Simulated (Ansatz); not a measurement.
The system is MnO2.

```
Mn O
1.0
     1.42843    0.82471    4.58393
    -1.42843    0.82471    4.58393
     0.00000   -1.64941    4.58393
Mn O
1 2
Direct
  0.00000 0.00000 0.00000
  0.73564 0.73564 0.73564
  0.26436 0.26436 0.26436
```

Measurements of this composition are mostly on another form, of space group No. 136.

* Program: Ansatz 0.2.0
* Task: relaxation of cell and atoms
* Functional: PBEsol
* Potentials or basis: Ansatz PAW
* Cutoff: 420 eV (not typed: the program's choice for these potentials)
* k mesh: 11 × 11 × 11
* Occupations: fermi-dirac, width 0.05 eV
* Spin: collinear spin, ferromagnetic start
* Starting moments: [4.0, 0.0, 0.0] μB
* Hubbard terms: Mn d U = 4 eV

At the start: volume 10.80 Å³/atom.

Problem. Where does the relaxation end?

Solution. It ends after 16 steps and the volume is 11.58 Å³/atom (+7.2 %); space group R-3m (No. 166, to 0.05 Å); moment 3.00 μB per cell.

Step by step:
```
step  energy change (eV)  largest force (eV/Å)  volume (Å³)
   1              0.0000                0.1034        32.40
   2             -0.0032                0.1188        33.32
   3             -0.0037                0.0236        33.52
   4             -0.0038                0.0003        33.51
   5             -0.0105                0.0008        33.51
   6             -0.0094                0.0111        33.83
   7             -0.0083                0.0016        34.07
   8             -0.0117                0.0013        34.07
   9             -0.0107                0.0024        34.31
  10             -0.0100                0.0009        34.44
  11             -0.0120                0.0008        34.44
  12             -0.0112                0.0002        34.60
  13             -0.0121                0.0004        34.60
  14             -0.0115                0.0000        34.74
  15             -0.0122                0.0000        34.74
  16             -0.0122                0.0000        34.74
```

Final structure:
```
CELL_PARAMETERS angstrom
1.44174 0.83239 4.82411
-1.44174 0.83239 4.82411
0.00000 -1.66478 4.82411
ATOMIC_POSITIONS crystal
Mn 0.00000 0.00000 0.00000
O 0.73193 0.73193 0.73193
O 0.26807 0.26807 0.26807
```

Caveat: the magnetic or orbital state may not be the lowest; the plane-wave basis is chosen anew once the cell has moved, so the energies of steps on either side of that aren't comparable; the pressure holds a Pulay correction of +0.8 GPa for the finite cutoff; a cell with one magnetic atom can't hold antiferromagnetic order, which such compounds often take; the PAW data sets come from PBE, with cores solved anew for the run's functional, which leaves a small shift of forces and pressure.
